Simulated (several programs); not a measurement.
# KCl (CsCl type) from semi-empirical methods to plane-wave DFT

KCl in the CsCl structure, relaxed with r2SCAN in Ansatz, was computed with several methods. It is cubic, Pm-3m (No. 221); a = 3.771 Å in the conventional setting, 26.82 Å³ an atom. K has 8 Cl at 3.27 Å; Cl has 8 K at 3.27 Å. No spin polarisation. The prototype was imposed, so other structures may be more stable.

Space group Pm-3m (No. 221). a = 3.771 Å, b = 3.771 Å, c = 3.771 Å, α = 90.00°, β = 90.00°, γ = 90.00°

| atom | site | symmetry | x | y | z |
| --- | --- | --- | --- | --- | --- |
| K | 1a | m-3m | 0.0000 | 0.0000 | 0.0000 |
| Cl | 1b | m-3m | 0.5000 | 0.5000 | 0.5000 |

Gaps and times are for a single point on this cell; volume and bulk modulus come from each method's own relaxation or energy curve at fixed shape. Times are rough, from shared hosts (Arm Neoverse N1; Arm Neoverse V1; Intel Xeon Processor @ 2.50GHz), and each method has its own mesh and cell size. A star marks a curve whose lowest point is an end point. PM6 (MOPAC), PM7 (MOPAC), GFN1-xTB (tblite), GFN2-xTB (tblite) treat a cluster of cells at its zone centre, which samples few k points: where these miss a band edge, the gap comes out too large for that reason alone. Gaps from k meshes are read at a limited set of points (mesh, symmetry points, PBE's band edges), so each method's own least gap may be somewhat smaller. Force fields have no electrons; where one was fitted to this phase, its volume and modulus reflect the fit. xTB and the PM methods were fitted mostly to molecules, and can miss a solid's gap by electronvolts. Minimal bases can be far off for gaps. Times of the plane-wave rungs are withheld (a dash), since they come from other jobs, hosts and meshes; the meshes of hybrids and Hartree-Fock don't converge their gaps to the digits shown. GLLB-SC's gap includes the derivative discontinuity. G0W0 is at finite bands, cutoff and mesh. d marks a direct gap, i an indirect one (no mark: not told apart), a dash a value that wasn't computed or didn't pass its checks.

```tsv
method	kind	gap (eV)	own volume (Å³/atom)	bulk modulus (GPa)	atoms computed	processor time
PBEsol	semilocal	–	26.13	–	2	–
ffield.eim (LAMMPS)	force field	–	–	–	2	0.18 s
light PBE (260 eV, its own mesh)	light plane-wave	5.04 i	–	–	2	0.88 s
PBE	semilocal	5.03 i	28.19	19	2	–
LDA	semilocal	4.59 i	24.05	–	2	–
GFN1-xTB (tblite)	tight binding	3.46	24.75	24	cluster	4.7 s
PM7 (MOPAC)	semi-empirical	12.26	–	–	cluster	5.9 s
PM6 (MOPAC)	semi-empirical	10.34	–	–	cluster	6.5 s
GFN2-xTB (tblite)	tight binding	3.71	–	–	cluster	6.6 s
r2SCAN	semilocal	5.80 i	26.82	23	2	–
PBE/SZV (CP2K)	small basis	4.02 i	29.68*	–	2	8.1 s
GLLB-SC (GPAW)	model potential	9.36	–	–	2	10 s
PBE/DZVP (CP2K)	small basis	5.05 i	28.21	19	2	17 s
G0W0@LDA (140 eV screening cutoff)	many-body	7.44	–	–	2	–
PBE/single zeta (GPAW)	small basis	4.53 i	–	–	2	41 s
G0W0@HSE06 (140 eV screening cutoff)	many-body	8.22	–	–	2	–
HSE06	hybrid	6.37 i	27.61	–	2	–
PBE0	hybrid	7.09 i	–	–	2	–
G0W0@r2SCAN (210 eV screening cutoff)	many-body	8.09	–	–	2	–
DDH-PBE0	hybrid	8.22 i	–	–	2	–
Hartree-Fock	exact exchange	13.59 i	–	–	2	–
r2SCAN0	hybrid	7.53 i	–	–	2	–
G0W0@PBE (220 eV screening cutoff)	many-body	7.70	–	–	2	–
```

Against HSE06 (6.37 eV) the nearest gap at the points sampled is that of r2SCAN (-0.56 eV) and the farthest that of Hartree-Fock (+7.23 eV). HSE06 is only a yardstick of convenience: for gaps this wide it usually falls short of measured ones, so a larger value can be the better one.

Volumes against r2SCAN's: PBEsol -2.6 %, PBE +5.1 %, LDA -10.3 %, GFN1-xTB (tblite) -7.7 %, PBE/DZVP (CP2K) +5.2 %, HSE06 +3.0 %.
